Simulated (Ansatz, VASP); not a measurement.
# Si3O2 in VASP and in Ansatz

```
Si O
1.0
     4.34503    0.00000    0.00000
    -2.17252    3.76291    0.00000
     0.00000    0.00000    4.93214
Si O
3 2
Direct
  0.36880 0.36880 0.00000
  0.63120 0.00000 0.00000
  0.00000 0.63120 0.00000
  0.33333 0.66667 0.26903
  0.66667 0.33333 0.73097
```

Change from the starting cell: species swapped into the Ce2O3 type (P321, No. 150).

Alike in both runs: functional PBE; k mesh 6 × 6 × 4; occupations gaussian, width 0.1 eV; no spin polarisation.

Ansatz relaxed the structure, and its values are those at the end. VASP's run is a single point on that final structure, the one shown.

```csv
,VASP,Ansatz
version,VASP 6.6.1,Ansatz 0.2.0
potentials or method,"VASP PAW PBE potentials, release 64 (Si, O)","scalar-relativistic, plane waves, PAW"
plane-wave cutoff (eV),520,420
valence electrons in the cell,24,24
```

```csv
,VASP,Ansatz,Ansatz less VASP
gap on the k mesh at the Fermi level (eV),none,none,-
pressure (GPa),0.3,0.2,-0.14
rms of the force components (eV/Å),0.021,0.007,-0.0139
```

A gap of «none» marks a metal or a gap that the smearing closes.
